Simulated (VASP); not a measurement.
Here is a VASP 6.6.1 calculation.

Contents of INCAR:

```
SYSTEM = Nb
PREC = Accurate
ENCUT = 520
EDIFF = 1E-7
ISMEAR = -1
SIGMA = 0.05
LREAL = .FALSE.
LASPH = .TRUE.
NELM = 80
ALGO = Normal
ISIF = 2
LWAVE = .FALSE.
LCHARG = .FALSE.
LDIPOL = .TRUE.
IDIPOL = 3
DIPOL = 0.5 0.5 0.294
GGA = PE
NBANDS = 12
```

File KPOINTS:

```
Automatic mesh
0
G
  10 10 1
  0 0 0
```

File POSCAR:

```
Nb
1.0
    2.5586800000      0.0000000000      0.0000000000
    0.0000000000      2.5586100000      0.0000000000
    0.0000000000      0.0000000000     23.8000000000
Nb
1
Direct
    0.0000000000      0.5000000000      0.2941200000
```

Potentials or basis: VASP PAW PBE potentials, release 64 (Nb_sv).

The run is started by

```bash
$ cat potpaw_PBE.64/Nb_sv/POTCAR > POTCAR
$ mpirun -np 1 vasp_std > vasp.out
```

Task: Predict the band gap on the k mesh.

Result: None (metal or under the smearing width).
